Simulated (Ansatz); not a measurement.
# Mg: response to strain

Aim: deform Mg (zz strain of -3 %) and compute stress, forces and field gradients with LAPW, PAW and all-electron datasets made for the crystal.

Program: Ansatz 0.2.0. Level of theory: DFT PBE, scalar-relativistic. These are calculated values, not measurements.

### 1 The structure to begin with

The structure is hexagonal, space group P6_3/mmc (No. 194). Conventional cell: a = 3.209 Å, b = 3.209 Å, c = 5.210 Å, α = 90.00°, β = 90.00°, γ = 120.00°. Mg (site symmetry -6m2) has 12 Mg at 3.20 to 3.21 Å as nearest neighbours.

As a file:

```xyz
2
Lattice="3.2093 0.0000 0.0000 -1.6046 2.7793 0.0000 0.0000 0.0000 5.2103" Properties=species:S:1:pos:R:3 pbc="T T T"
Mg    0.0000    1.8529    1.3026
Mg    1.6046    0.9264    3.9077
```

Atoms are numbered in the order of the input: Mg1, Mg2.

### 2 After the deformation

Space group P6_3/mmc before, P6_3/mmc after.

### 3 LAPW, all electrons

Input file input.yaml:

```yaml
crystal:
  lattice:
    - [3.2092715325, 0.0, 0.0]
    - [-1.6046357662, 2.7793106748, 0.0]
    - [0.0, 0.0, 5.0540201]
  atoms:
    - { symbol: Mg, position: [0.3333333333, 0.6666666667, 0.25] }
    - { symbol: Mg, position: [0.6666666667, 0.3333333333, 0.75] }
kpoints:
  mp_grid: { grid: [12, 12, 7] }
  band_path:
    path:
      - [0.0, 0.0, 0.0]
      - [0.5, 0.0, 0.0]
      - [0.3333333333, 0.3333333333, 0.0]
      - [0.0, 0.0, 0.0]
      - [0.0, 0.0, 0.5]
      - [0.5, 0.0, 0.5]
      - [0.3333333333, 0.3333333333, 0.5]
      - [0.0, 0.0, 0.5]
      - [0.5, 0.0, 0.5]
    npoints: 5
scf:
  occupations: { method: fermi_dirac, width: 0.08 }
hamiltonian:
  xc: pbe
  pseudopotentials: { kind: all_electron, lapw: { basis_error: 0.0005 } }
output:
  forces: true
  stress: true
  eigenvalues: true
```

Run with:

```console
ansatz run input.yaml --threads 1 --pin off --max-ram 3072MiB --backend cpu --events-out ev --progress --plain --runs-dir out
```

### 4 Frozen-core PAW

Input file input.yaml:

```yaml
crystal:
  lattice:
    - [3.2092715325, 0.0, 0.0]
    - [-1.6046357662, 2.7793106748, 0.0]
    - [0.0, 0.0, 5.0540201]
  atoms:
    - { symbol: Mg, position: [0.3333333333, 0.6666666667, 0.25] }
    - { symbol: Mg, position: [0.6666666667, 0.3333333333, 0.75] }
kpoints:
  mp_grid: { grid: [12, 12, 7] }
scf:
  occupations: { method: fermi_dirac, width: 0.08 }
hamiltonian:
  xc: pbe
  pseudopotentials: { kind: paw }
output:
  forces: true
  stress: true
  eigenvalues: true
  efg: { contact_densities: true }
```

### 5 Datasets made for this crystal

input.yaml, as its differences from that of step 4:

```diff
@@ -14,3 +14,3 @@
   xc: pbe
-  pseudopotentials: { kind: paw }
+  pseudopotentials: { kind: all_electron, datasets: crystal }
 output:
```

(Steps that only read results are left out.)

**Question.** What will these runs give? Wanted: pressure; largest shear or deviatoric stress.

The runs gave:

```
                                 quantity                                           value
                                 pressure  LAPW 0.66, PAW 0.69, crystal datasets 0.66 GPa
largest shear or deviatoric stress (LAPW)                                        0.63 GPa
```

What this shows: The largest part of the stress beyond the pressure is 0.63 GPa in size, in the zz component; the atoms are carried along and not relaxed. No run of the undeformed cell stands beside it, so the pressure holds what the given cell had before the change. PAW: stress within 0.02 GPa of LAPW. Crystal datasets: stress within 0.01 GPa of LAPW.
